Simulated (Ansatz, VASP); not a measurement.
**One calculation of Rh, two programs**

```
Rh
1.0
    -1.52233    1.52233    1.52233
     1.52233   -1.52233    1.52233
     1.52233    1.52233   -1.52233
Rh
1
Cartesian
  0.0000 0.0000 0.0000
```

Change from the starting cell: volume scaled by 0.975, PAW files.

Alike in both runs: task electric field gradients; functional PBE; k mesh 16 × 16 × 16; occupations fermi-dirac, width 0.05 eV; no spin polarisation.

|  | VASP | Ansatz |
| --- | --- | --- |
| version | VASP 6.6.1 | Ansatz 0.2.0 |
| potentials or method | VASP PAW PBE potentials, release 64 (Rh_pv) | PAW with Ansatz's default frozen-core files, scalar-relativistic |
| plane-wave cutoff (eV) | 520 | 420 |
| valence electrons in the cell | 15 | 17 |

VASP gave:

- pressure (GPa): 6.4
- Vzz of the field gradient on the site that differs most (V/Å²): 0.0

What did Ansatz give for the same quantities?

Pressure (GPa): 6.3; Vzz of the field gradient on the site that differs most (V/Å²): 0.0.

The two sets of potentials don't hold the same shells in valence. Ansatz warned: «gradients_without_spin_orbit».
